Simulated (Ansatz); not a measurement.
## Black arsenene monolayer in a perpendicular field

Wanted: the out-of-plane response of the black arsenene monolayer. A positive field points along +c.

Calculated with Ansatz 0.2.0; plane-wave DFT, PBE-D3(BJ), Ansatz PAW (set soft_1); PAW set soft_1.

Report form: the programs' logs are mostly left out.

## Step 1: The structure

The cell holds 4 atoms: 4 As. Its edges and angles: a = 4.750 Å, b = 3.680 Å, c = 35.980 Å, α = 90.0°, β = 90.0°, γ = 90.0°. Vacuum lies along c.

## Step 2: Relaxation

The starting cell is a guess, so the in-plane lattice and the atoms are relaxed first, with the slab cut off from its images along the normal.

Input file input.yaml:

```yaml
crystal:
  lattice:
    - [4.75, 0.0, 0.0]
    - [0.0, 3.68, 0.0]
    - [0.0, 0.0, 35.98]
  atoms:
    - { symbol: As, position: [0.09, 0.0, 0.4655364091] }
    - { symbol: As, position: [0.41, 0.5, 0.468315731] }
    - { symbol: As, position: [0.91, 0.0, 0.5344635909] }
    - { symbol: As, position: [0.59, 0.5, 0.531684269] }
  periodic: [true, true, false]
kpoints:
  mp_grid: { grid: [8, 8, 1] }
hamiltonian:
  xc: pbe
  dispersion: d3bj
  pseudopotentials: { kind: paw, azcp: { folder: soft_1 } }
scf:
  occupations: { method: fermi_dirac, width: 0.05 }
  convergence: { dr2_threshold: 1.0e-09 }
relax:
  f_tol: 0.004
  max_steps: 90
  cell: {}
output:
  write_potential: true
  write_density: true
  volumetric_format: npy
```

Launch:

```sh
$ ansatz run input.yaml --threads 2 --pin off --max-ram 3072MiB --backend cpu --events-out ev --progress --plain --runs-dir out
```

Run time: 2 min. Hardware: 2 threads of Arm Neoverse V1, shared host; peak memory 0.95 GiB; 3.9 min of CPU time.

The steps of the relaxation:

| step | energy less that of the first step (eV) | largest force component (eV/Å) | volume (Å³) |
| --- | --- | --- | --- |
| 1 | 0.0000 | 1.6110 | 628.93 |
| 2 | -0.2902 | 0.5497 | 610.25 |
| 3 | -0.3716 | 0.0462 | 593.56 |
| 4 | -0.3745 | 0.0171 | 599.14 |
| 5 | -0.3748 | 0.0061 | 600.38 |
| 6 | -0.3748 | 0.0016 | 600.36 |
| 7* | -0.3743 | 0.0015 | 600.36 |

Relaxation steps marked * repeat the geometry before them on a plane-wave basis chosen anew for their cell, so energy and pressure can jump there.

The run keeps the 4 symmetry operations that it works with, so distortions that break them were not tested.

| cell as run | before | after | change |
| --- | --- | --- | --- |
| a (Å) | 4.750 | 4.512 | -5.0 % |
| b (Å) | 3.680 | 3.698 | +0.5 % |

The atoms that moved most (Å, along periodic axes as changes of fractional coordinates times the final cell, across vacuum about the mean position):

| atom | dx | dy | dz | length |
| --- | --- | --- | --- | --- |
| As2 | 0.123 | 0.000 | -0.063 | 0.138 |
| As4 | -0.123 | 0.000 | 0.063 | 0.138 |
| As1 | -0.123 | 0.000 | 0.037 | 0.128 |
| As3 | 0.123 | 0.000 | -0.037 | 0.128 |

Final coordinates:

```cif
data_structure
_symmetry_space_group_name_H-M 'P 1'
_symmetry_Int_Tables_number 1
_cell_length_a 4.5119
_cell_length_b 3.6982
_cell_length_c 35.9800
_cell_angle_alpha 90.000
_cell_angle_beta 90.000
_cell_angle_gamma 90.000
_cell_volume 600.36
loop_
_atom_site_label
_atom_site_type_symbol
_atom_site_fract_x
_atom_site_fract_y
_atom_site_fract_z
_atom_site_occupancy
As1 As 0.06279 0.00000 0.46658 1
As2 As 0.43729 0.50000 0.46658 1
As3 As 0.93721 0.00000 0.53342 1
As4 As 0.56271 0.50000 0.53342 1
```

Numbers from this step:

```
energy at zero smearing : -19425.4158 eV
```

The lattice constant a goes from 4.750 to 4.512 Å.

## Step 3: Atoms held, field 0

A sawtooth potential applies the field, turning back in the middle of the vacuum. With the dipole correction the typed value is the field outside the slab. The induced dipole is small, so the SCF threshold is tight.

The cell differs from the one that the last finished run ended in (c 35.980 → 20.405 Å).

Input file input.yaml:

```yaml
crystal:
  lattice:
    - [4.5118682076, 0.0, 0.0]
    - [0.0, 3.6982364802, 0.0]
    - [0.0, 0.0, 20.4051528433]
  atoms:
    - { symbol: As, position: [0.062791138, 0.0, 0.4410650618] }
    - { symbol: As, position: [0.4372944687, 0.5, 0.441065743] }
    - { symbol: As, position: [0.937208862, 0.0, 0.5589349382] }
    - { symbol: As, position: [0.5627055313, 0.5, 0.558934257] }
kpoints:
  mp_grid: { grid: [10, 12, 1] }
  band_path:
    path:
      - [0, 0, 0]
      - [0.5, 0, 0]
      - [0.5, 0.5, 0]
      - [0, 0, 0]
      - [0, 0.5, 0]
      - [0.5, 0.5, 0]
    npoints: 16
hamiltonian:
  xc: pbe
  dispersion: d3bj
  pseudopotentials: { kind: paw, azcp: { folder: soft_1 } }
scf:
  occupations: { method: fermi_dirac, width: 0.02585 }
  convergence: { dr2_threshold: 1.0e-10 }
efield:
  axis: 3
  dipole_correction: true
  ramp_position: 0.97
  ramp_width: 0.06
  amplitude: 0
output:
  dos: { projected: true, e_range: [-6, 5] }
  write_potential: true
  write_density: true
  volumetric_format: npy
  elf: true
```

Wall time 47 s (2 threads); peak memory 0.9 GiB.

Numbers from this step:

- dipole along the normal: -1.17e-6 e·Å
- gap along the path: 0.3869 eV
- smallest direct gap along the path: 0.5162 eV
- ionisation energy, upper face: 4.196 eV
- electron affinity, upper face: 3.809 eV
- gap, the smaller of path and mesh: 0.3869 eV

Running mean over a fixed 2.7 Å (it still follows the layers) of the planar mean; the ramp of the sawtooth is left out. The electron's electrostatic potential energy less the Fermi level by z:

z (Å), electron's electrostatic potential energy less the Fermi level (eV) and a bar from the least value:
```
      3.0       4.04 ##############################
      3.5       4.04 ##############################
      4.0       4.04 ##############################
      4.5       4.04 ##############################
      5.0       4.04 ##############################
      5.5       4.03 ##############################
      6.0       3.98 ##############################
      6.5       3.79 #############################
      7.0       2.94 #########################
      7.5       1.43 ###################
      8.0      -0.02 #############
      8.5      -1.53 ######
      9.0      -2.17 ####
      9.5      -2.87 #
     10.0      -3.04 
     10.5      -3.06 
     11.0      -2.72 #
     11.5      -2.07 ####
     12.0      -1.29 #######
     12.5       0.28 ##############
     13.0       1.71 ####################
     13.5       3.19 ##########################
     14.0       3.85 #############################
     14.5       4.00 ##############################
     15.0       4.03 ##############################
     15.5       4.04 ##############################
     16.0       4.04 ##############################
     16.5       4.04 ##############################
     17.0       4.04 ##############################
     17.5       4.04 ##############################
```

The density of states has structure finer than the step of the table below, so its rows give means over 0.2 eV, whole bins alone (the curve runs from -6 to 2.22 eV). Peaks (eV: height): -4.29: 4.29, -2.36: 3.57, -2.20: 4.66, -1.37: 3.87, 1.42: 3.80, 1.91: 4.97, 2.16: 4.69.

The density of states by energy, zero at the Fermi level of the run, which the smearing sets inside the gap; means over each step:

| energy (eV) | density of states (states/eV a cell) |
| --- | --- |
| -5.8 | 0 |
| -5.6 | 0.652 |
| -5.4 | 1.64 |
| -5.2 | 1.47 |
| -5.0 | 1.84 |
| -4.8 | 2.23 |
| -4.6 | 2.34 |
| -4.4 | 3.35 |
| -4.2 | 3.67 |
| -4.0 | 2.42 |
| -3.8 | 1.86 |
| -3.6 | 2.09 |
| -3.4 | 2.67 |
| -3.2 | 2.64 |
| -3.0 | 2.49 |
| -2.8 | 2.37 |
| -2.6 | 2.58 |
| -2.4 | 2.83 |
| -2.2 | 3.79 |
| -2.0 | 3.47 |
| -1.8 | 3.02 |
| -1.6 | 2.68 |
| -1.4 | 3.05 |
| -1.2 | 1.55 |
| -1.0 | 1.28 |
| -0.8 | 1.06 |
| -0.6 | 0.758 |
| -0.4 | 0.225 |
| -0.2 | 0.0112 |
| 0.0 | 0 |
| 0.2 | 0.0537 |
| 0.4 | 0.500 |
| 0.6 | 1.20 |
| 0.8 | 2.52 |
| 1.0 | 2.40 |
| 1.2 | 2.69 |
| 1.4 | 3.33 |
| 1.6 | 2.55 |
| 1.8 | 2.66 |
| 2.0 | 4.26 |

Projected DOS per atom over height of the atomic layer and energy from the Fermi level. Layers: As2 As2 from below.

Ten even steps from '_' (0.01 states/eV) to '@' (0.95 states/eV), each cell a mean:
```
@@@@
****
####
****
----
____
____
....
----
++++
####
@@@@
####
****
****
++++
++++
@@@@
++++
====
----
____
```
Columns: height of the atomic layer (Å) from 9.00 to 11.4; rows upwards: energy from the Fermi level (eV) from -5.96 to 2.23.

Electronic bands along the path, in eV, zero at the Fermi level of the run, which the smearing sets inside the gap:

| point | band 27 | band 28 | band 29 | band 30 | band 31 | band 32 | band 33 | band 34 |
| --- | --- | --- | --- | --- | --- | --- | --- | --- |
| Γ | -3.39 | -2.20 | -1.73 | -0.48 | 0.23 | 1.66 | 2.23 | 2.93 |
| halfway | -3.06 | -1.74 | -1.67 | -0.95 | 1.01 | 1.16 | 2.01 | 2.21 |
| X | -2.26 | -2.25 | -1.05 | -1.05 | 1.09 | 1.09 | 2.23 | 2.23 |
| halfway | -3.18 | -3.18 | -1.82 | -1.82 | 2.26 | 2.26 | 3.03 | 3.04 |
| S | -4.45 | -4.45 | -2.03 | -2.03 | 2.22 | 2.23 | 4.34 | 4.34 |
| halfway | -3.48 | -2.26 | -2.00 | -1.40 | 1.14 | 1.49 | 1.97 | 3.61 |
| Γ | -3.39 | -2.20 | -1.73 | -0.48 | 0.23 | 1.66 | 2.23 | 2.93 |
| halfway | -3.77 | -2.49 | -1.90 | -1.07 | 0.81 | 0.87 | 2.20 | 2.82 |
| Y | -2.64 | -2.63 | -2.31 | -2.31 | 0.79 | 0.79 | 1.16 | 1.16 |
| halfway | -3.69 | -3.69 | -2.02 | -2.02 | 1.71 | 1.71 | 2.60 | 2.60 |
| S | -4.45 | -4.45 | -2.03 | -2.03 | 2.22 | 2.23 | 4.34 | 4.34 |

Electrostatic potential energy in the ca plane at fractional y = 0.000, with atoms of As within 0.2 Å of it. With pseudopotentials it is smooth inside the atoms' cores, unlike the true potential.

Values in eV, 7 rows by 16 columns, each cell a mean:
```
  4   4   4   4   4   4   4   1 -12 -10  -9  -3  -4   3   4   4
  4   4   4   4   4   4   4   3   0   0  -8 -12   0   3   4   4
  4   4   4   4   4   4   4   3   3   2   1   0   2   3   4   4
  4   4   4   4   4   4   3   3   2   2   2   2   3   4   4   4
  4   4   4   4   4   4   3   2  -3  -1   2   2   3   4   4   4
  4   4   4   4   4   4   3  -1 -11 -10  -2  -4   3   4   4   4
  4   4   4   4   4   4   3  -4  -2  -9 -11  -9  -1   4   4   4
```
Columns run along c (16.0 Å, from fractional 0.02 to 0.80 of the cell; values clipped at the 3rd and 97th percentile), rows up along a (4.5 Å). Atoms in or near the plane, at fractional coordinates: As at (0.44, 0.06), As at (0.56, 0.94).

ELF in the ca plane at fractional y = 0.000, with atoms of As within 0.2 Å of it. It is the smooth field of the valence electrons, not physical close to the nuclei.

Values, 7 rows by 16 columns, each cell a mean:
```
0.00 0.00 0.00 0.00 0.00 0.01 0.23 0.80 0.70 0.63 0.45 0.30 0.72 0.22 0.01 0.00
0.00 0.00 0.00 0.00 0.00 0.00 0.04 0.33 0.54 0.33 0.44 0.48 0.36 0.05 0.00 0.00
0.00 0.00 0.00 0.00 0.00 0.00 0.00 0.02 0.06 0.05 0.23 0.28 0.08 0.01 0.00 0.00
0.00 0.00 0.00 0.00 0.00 0.00 0.00 0.03 0.11 0.08 0.06 0.07 0.02 0.00 0.00 0.00
0.00 0.00 0.00 0.00 0.00 0.00 0.01 0.13 0.38 0.31 0.09 0.13 0.05 0.00 0.00 0.00
0.00 0.00 0.00 0.00 0.00 0.00 0.09 0.49 0.44 0.46 0.47 0.70 0.53 0.08 0.00 0.00
0.00 0.00 0.00 0.00 0.00 0.01 0.27 0.78 0.32 0.48 0.61 0.58 0.82 0.28 0.01 0.00
```
Columns run along c (16.0 Å, from fractional 0.02 to 0.80 of the cell), rows up along a (4.5 Å). Atoms in or near the plane, at fractional coordinates: As at (0.44, 0.06), As at (0.56, 0.94).

Valence density in the ca plane at fractional y = 0.000, with atoms of As within 0.2 Å of it. It is the smooth field of the valence electrons, not physical close to the nuclei.

Ten steps, logarithmic in the rise over the least value, from '0' (0 e/Å³) to '9' (34 e/Å³), each cell a mean:
```
00000000000000000000012453212799510000000000
00000000000000000000001121112577310000000000
00000000000000000000000000001232110000000000
00000000000000000000000000000111100000000000
00000000000000000000000000000000000000000000
00000000000000000000000000000000000000000000
00000000000000000000000000000000000000000000
00000000000000000000000110000000000000000000
00000000000000000000001121100000000000000000
00000000000000000000012553111111100000000000
00000000000000000000014896211233210000000000
00000000000000000000014896222577310000000000
```
Columns run along c (16.0 Å, from fractional 0.02 to 0.80 of the cell), rows up along a (4.5 Å). Atoms in or near the plane, at fractional coordinates: As at (0.44, 0.06), As at (0.56, 0.94).

The gap is 0.39 eV, with the valence edge 4.20 eV and the conduction edge 3.81 eV under the upper vacuum level.

## Step 4: Atoms held, field 0.1 V/Å

Edit input.yaml of step 3 so:

```diff
@@ -31,7 +31,6 @@
   dipole_correction: true
-  ramp_position: 0.97
-  ramp_width: 0.06
-  amplitude: 0
+  ramp_position: 0.9456
+  ramp_width: 0.1088
+  amplitude: 0.1
 output:
-  dos: { projected: true, e_range: [-6, 5] }
   write_potential: true
@@ -39,2 +38 @@
   volumetric_format: npy
-  elf: true
```

Wall time 46 s (2 threads); peak memory 0.8 GiB.

The dipole is 0.0464 e·Å, and the gap 0.386 eV.

## Step 5: Single point, field -0.1 V/Å

Edit input.yaml of step 4 so:

```diff
@@ -33,3 +33,3 @@
   ramp_width: 0.1088
-  amplitude: 0.1
+  amplitude: -0.1
 output:
```

Run time: 46 s. Hardware: 2 threads; peak memory 0.8 GiB.

The dipole is -0.0464 e·Å, and the gap 0.386 eV.

## Step 6: Response, atoms held

This step: plane-wave DFT, PBE-D3(BJ), Ansatz PAW (set soft_1); response to a field along the normal, atoms held; PAW set soft_1 (Ansatz 0.2.0).

The dipoles give the slope, and the difference of two potentials shows where the field is screened.

This step gave:

```yaml
equivalent_conductor_thickness_p_eps_0ae: 5.029 Å
distance_between_the_outer_atoms: 2.405 Å
```

Dipole of the cell against applied field:

| applied field (V/Å) | dipole of the cell (e·Å) |
| --- | --- |
| -0.1000 | -0.0464 |
| 0.0000 | -1.2e-6 |
| 0.1000 | 0.0464 |

Local field over the applied field, running mean. From the potentials at -0.1 and 0.1 V/Å; running mean over 2.5 Å. The local field over applied field by z:

| z (Å) | local field over applied field |
| --- | --- |
| 4.11 | 0.999 |
| 4.53 | 0.998 |
| 4.96 | 0.995 |
| 5.38 | 0.987 |
| 5.81 | 0.968 |
| 6.23 | 0.928 |
| 6.66 | 0.847 |
| 7.09 | 0.716 |
| 7.51 | 0.556 |
| 7.94 | 0.402 |
| 8.36 | 0.266 |
| 8.79 | 0.143 |
| 9.21 | 0.0552 |
| 9.64 | 0.0286 |
| 10.06 | 0.0363 |
| 10.34 | 0.0363 |
| 10.77 | 0.0286 |
| 11.19 | 0.0552 |
| 11.62 | 0.143 |
| 12.04 | 0.266 |
| 12.47 | 0.402 |
| 12.89 | 0.556 |
| 13.32 | 0.716 |
| 13.75 | 0.847 |
| 14.17 | 0.928 |
| 14.60 | 0.968 |
| 15.02 | 0.987 |
| 15.45 | 0.995 |
| 15.87 | 0.998 |
| 16.30 | 0.999 |

Electrons, planar mean, per unit field. The induced electron density by z:

| z (Å) | induced electron density (e/Å³ per V/Å) |
| --- | --- |
| 4.5 | 7.9e-6 |
| 5.0 | 2.5e-5 |
| 5.5 | 7.5e-5 |
| 6.0 | 2.2e-4 |
| 6.5 | 5.9e-4 |
| 7.0 | 0.00150 |
| 7.5 | 0.00316 |
| 8.0 | 0.00412 |
| 8.5 | 0.00115 |
| 9.0 | -7.4e-4 |
| 9.5 | 6.7e-4 |
| 10.0 | 7.3e-4 |
| 10.5 | -0.00102 |
| 11.0 | -1.7e-4 |
| 11.5 | 6.3e-4 |
| 12.0 | -0.00197 |
| 12.5 | -0.00418 |
| 13.0 | -0.00281 |
| 13.5 | -0.00127 |
| 14.0 | -4.9e-4 |
| 14.5 | -1.8e-4 |
| 15.0 | -6.1e-5 |
| 15.5 | -2.0e-5 |
| 16.0 | -6.4e-6 |

The smaller of the gaps on the path and on the k-mesh, counted as 0 under 0.03 eV. The gap stays at 0.387 eV for applied field from -0.1 to 0.1 V/Å.

By hand: between -0.1 and 0.1 V/Å the dipole changes by 0.09275 e·Å, a slope of 0.4637 e·Å²/V. A perfect conductor of thickness t has p = ε₀AEt, so t = 180.95 × 0.4637 / 16.686 = 5.03 Å (e/ε₀ = 180.95 V·Å, A in Å²).

The induced dipole is that of a conductor 5.03 Å thick.

## Step 7: Results

```
gap without field                          : 0.387 eV
ionisation energy, upper face              : 4.20 eV
electron affinity, upper face              : 3.81 eV
equivalent conductor thickness, atoms held : 5.03 Å
```

**Reading.** The induced dipole equals that of a perfect conductor 5.03 Å thick, while the outer atoms lie 2.41 Å apart; an out-of-plane ε follows only once a thickness t is chosen, by 1 − 1/ε = 5.03 Å / t. The gap stays within 0.01 eV of 0.39 eV over the fields run, up to 0.1 V/Å in size. Semilocal functionals give gaps that are too small, and excitons are not included. Spin-orbit coupling is left out.

[Logs are printed without paths, hosts, clocks, repeated set-up lines and the standing remarks that a program may print on its own settings, such as how far it seeks lower states.]

[Hosts, paths, dates, database ids (printed as entryN), source tags and the programs' standing remarks are cut or masked in the printed files.]

[Maps of the electrostatic potential energy from Ansatz leave out the sawtooth potential of an applied field or a dipole correction, so their vacuum need not be flat; planar profiles and work functions include it.]
